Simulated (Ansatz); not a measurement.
Runs of Ansatz 0.2.0 on MnS. The structure is cubic, space group Fm-3m (No. 225). The conventional cell has a = 5.209 Å, b = 5.209 Å, c = 5.209 Å, α = 90.00°, β = 90.00°, γ = 90.00°. Mn (site symmetry m-3m) has 6 S at 2.60 Å as nearest neighbours. S (site symmetry m-3m) has 6 Mn at 2.60 Å as nearest neighbours. 

```tsv
level	share of exact exchange	mesh quality	gap on the mesh (eV)	pressure (GPa)	moment (μB)
HSE06 form with a typed share of exact exchange	0.15	not flagged	(b)	1.5	5.00
HSE06	0.25	not flagged	1.18	1.9	5.00
HSE06 form with a typed share of exact exchange	0	coarse	none	-4.3	(a)
HSE06 form with a typed share of exact exchange	0.5	not flagged	2.95	2.3	5.00
HSE06 form with a typed share of exact exchange	0.35	not flagged	(c)	2.1	5.00
```

Alike in all rows: task single point; potentials or basis Ansatz PAW; spin collinear, ferromagnetic start; cell as given; k mesh 5 × 5 × 5; cutoff (eV) 420; smearing fermi-dirac 0.05 eV.

Fill in the values left out.

(a) 4.59; (b) 0.40; (c) 1.91.

Caveats: some runs use coarse meshes; the magnetic or orbital state may not be the lowest; a cell with one magnetic atom can't hold antiferromagnetic order, which such compounds often take; odd divisions of the mesh miss points on the zone boundary, where band edges often lie, so the gap on the mesh can be too wide (some runs); the PAW data sets come from PBE, with cores solved anew for the run's functional, which leaves a small shift of forces and pressure (some runs); the thresholds are loose for stress (some runs); the PAW data sets were made with another functional, which shifts forces and pressure a little (some runs).

A k mesh can miss the band edges.

A gap of «none» marks a metal or a gap under the smearing width.
